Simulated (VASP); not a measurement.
Input of a VASP 6.6.1 run:

INCAR

```
SYSTEM = H4C19
PREC = Accurate
ENCUT = 520
EDIFF = 1E-7
ISMEAR = -1
SIGMA = 0.02
LREAL = Auto
LASPH = .True.
NELM = 100
ALGO = Normal
ISIF = 2
LWAVE = .False.
LCHARG = .False.
GGA = PE
IVDW = 12
NBANDS = 57
```

File KPOINTS:

```
regular mesh
0
Gamma
  2 2 1
  0 0 0
```

File POSCAR:

```
H4C19
1.0
    7.3980000000      0.0000000000      0.0000000000
   -3.6990000000      6.4068560000      0.0000000000
    0.0000000000      0.0000000000     11.0000000000
C H
19 4
Direct
    0.0011692384      0.0009909258      0.0658583503
    0.2223844325      0.1115949185      0.0657889751
   -0.0006650052      0.3346645011      0.0656262029
    0.2242081539      0.4470997546      0.0655675299
    0.0015230519      0.6698535272      0.0646469796
    0.2220417757      0.7801075672      0.0644809384
    0.3326547355      0.0012752422      0.0652281148
    0.5575229137      0.1137335224      0.0656428642
    0.3347977069      0.3364899620      0.0659149352
    0.5554139269      0.4468027180      0.0658157232
    0.3344756684      0.6676941511      0.0650929889
    0.5556841966      0.7782763920      0.0656060728
    0.6681237815      0.0031566350      0.0657709826
    0.8887421483      0.1134615756      0.0659651577
    0.6678553621      0.3343599071      0.0656666546
    0.8890662635      0.4449841873      0.0652584166
    0.6660180029      0.6679867528      0.0657477805
    0.8908979117      0.7804055968      0.0654152285
    0.1377862643      0.7354107789      0.3754233238
    0.1440571974      0.8760800466      0.3388591621
   -0.0052188292      0.5976557485      0.3441076286
    0.2732511756      0.7268756207      0.3430776897
    0.1390817267      0.7409698688      0.4748931001
```

Potentials or basis: VASP PAW PBE potentials, release 64 (C, H).

Command:

```sh
$ cat potpaw_PBE.64/C/POTCAR potpaw_PBE.64/H/POTCAR > POTCAR
$ mpirun -np 1 vasp_std > vasp.out
```

Q: What does it give for the band gap on the k mesh?

A: 0.22 eV, direct.

Q: Predict the dispersion energy per atom.

A: -0.078 eV.

Q: Predict the largest force.

A: 0.044 eV/Å.

Forces in eV/Å, atoms in the order of the input:
```
C   -0.002  0.002 -0.002
C   -0.004 -0.003  0.001
C    0.005  0.005  0.001
C   -0.002  0.006  0.002
C   -0.011 -0.002  0.004
C    0.005  0.001  0.007
C   -0.006 -0.010 -0.006
C    0.000 -0.001 -0.001
C    0.007  0.007 -0.003
C    0.004 -0.007 -0.004
C    0.002  0.004  0.000
C   -0.011 -0.012  0.003
C    0.005 -0.004 -0.002
C    0.003  0.002 -0.005
C    0.005  0.003  0.004
C    0.002  0.005  0.001
C    0.000  0.004 -0.004
C    0.005  0.005 -0.002
C   -0.006  0.000  0.011
H   -0.021  0.032 -0.015
H   -0.021 -0.034 -0.011
H    0.042 -0.003 -0.010
H    0.000  0.001  0.029
```

Caveat: the k mesh is coarse (spacing up to 0.49 Å⁻¹), so the values aren't converged. As with any semilocal functional, this PBE gap is likely too small.
